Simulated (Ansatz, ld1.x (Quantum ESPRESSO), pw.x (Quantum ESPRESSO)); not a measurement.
**rhodium (Rh): does the TM potential hold in the solid?**

| Property | Result |
| --- | --- |
| Element | Rh |
| Generator | ld1.x (Quantum ESPRESSO) 7.5 |
| Type | norm-conserving Troullier–Martins (Kleinman–Bylander form) |
| Functional | PBE |
| Relativity | scalar-relativistic |
| Frozen core | [Ar] 3d10 4s2 |
| Valence charge | 15 |
| Reference configuration | 4p6 4d8 5s1 5p0 |
| Partial waves | 4p (bound): rc 1.75 bohr; 4d (bound): rc 1.85 bohr; 4f channel at 0.15 Ry: rc 2.00 bohr; 5s (bound): rc 2.45 bohr |
| Local potential | the s channel |
| Core correction | Bessel-smoothed model core, default radius (core density twice the valence density) |

Atomic tests: cutoffs needed: 50 Ry and 80 Ry (the cutoffs (Ry, on a coarse ladder) from which the occupation-weighted sum of valence levels, in a spherical-Bessel basis at the reference potential, stays within 10 and 1 mRy of its value at 400 Ry); ghost test: no extra level below or beside the all-electron valence levels (p, d, f, s tested) (spherical-Bessel basis up to 400 Ry, 20 bohr box); configuration tests: 1 of 7 tests not solved or not reliable.

Crystal test: diamond Rh in pw.x 7.5, no spin, 8³ k-points, Fermi–Dirac smearing 0.01 Ry, cutoffs 100/400 Ry. The lattice is a test structure that the element need not adopt, and mesh and smearing are coarse.

pw.x input:

```
&control
  calculation='scf', prefix='x', pseudo_dir='./', outdir='./tmp', tstress=.true., disk_io='low'
/
&system
  ibrav=0, nat=2, ntyp=1, ecutwfc=100, ecutrho=400, nbnd=24,
  occupations='smearing', smearing='fd', degauss=0.01
/
&electrons
  conv_thr=1e-09, mixing_beta=0.4, electron_maxstep=70
/
ATOMIC_SPECIES
Rh 1.0 Rh.UPF
CELL_PARAMETERS angstrom
  0.00000000 2.75831095 2.75831095
  2.75831095 0.00000000 2.75831095
  2.75831095 2.75831095 0.00000000
ATOMIC_POSITIONS crystal
Rh 0.0000 0.0000 0.0000
Rh 0.2500 0.2500 0.2500
K_POINTS automatic
8 8 8 0 0 0
```

```bash
pw.x < Rh.scf.in > Rh.scf.out
```

Q: How does the run end?

A: It converges; the pressure is 30.31 GPa against 0.34 GPa from all-electron LAPW. The largest radius (2.45 bohr) exceeds half the bond length (2.26 bohr), so the spheres overlap, which is one possible source of error among others. This is a poor potential for the solid. The free energy does not fall steadily as the cutoff rises, most likely since the density grid, which shrinks with it, is too coarse for the model core; the lower cutoffs are not converged. Atomic configuration tests: 1 of 7 tests not solved or not reliable. The log shows:

```
     number of Kohn-Sham states=           24
     kinetic-energy cutoff     =     100.0000  Ry
     charge density cutoff     =     400.0000  Ry
     scf convergence threshold =      1.0E-09
     Exchange-correlation= PBE
     number of k points=    29  Fermi-Dirac smearing, width (Ry)=  0.0100
     iteration #  1     ecut=   100.00 Ry     beta= 0.40
     total energy              =    -442.11703168 Ry
     estimated scf accuracy    <       0.03503497 Ry
     iteration #  2     ecut=   100.00 Ry     beta= 0.40
     total energy              =    -442.12337071 Ry
     estimated scf accuracy    <       0.00347480 Ry
     iteration #  3     ecut=   100.00 Ry     beta= 0.40
     total energy              =    -442.12350315 Ry
     estimated scf accuracy    <       0.00106419 Ry
     iteration #  4     ecut=   100.00 Ry     beta= 0.40
     total energy              =    -442.12353569 Ry
     estimated scf accuracy    <       0.00000811 Ry
     iteration #  5     ecut=   100.00 Ry     beta= 0.40
     total energy              =    -442.12353795 Ry
     estimated scf accuracy    <       0.00000095 Ry
     iteration #  6     ecut=   100.00 Ry     beta= 0.40
     total energy              =    -442.12353799 Ry
     estimated scf accuracy    <       0.00000017 Ry
     iteration #  7     ecut=   100.00 Ry     beta= 0.40
     total energy              =    -442.12353801 Ry
     estimated scf accuracy    <          6.0E-09 Ry
     iteration #  8     ecut=   100.00 Ry     beta= 0.40
     the Fermi energy is    13.1618 ev
!    total energy              =    -442.12353801 Ry
     estimated scf accuracy    <          9.8E-10 Ry
     smearing contrib. (-TS)   =      -0.01522274 Ry
     The total energy is F=E-TS. E is the sum of the following terms:
     one-electron contribution =    -134.46869964 Ry
     hartree contribution      =      86.23978005 Ry
     xc contribution           =    -161.35360955 Ry
     ewald contribution        =    -232.52578614 Ry
     convergence has been achieved in   8 iterations
          total   stress  (Ry/bohr**3)                   (kbar)     P=      303.10
```
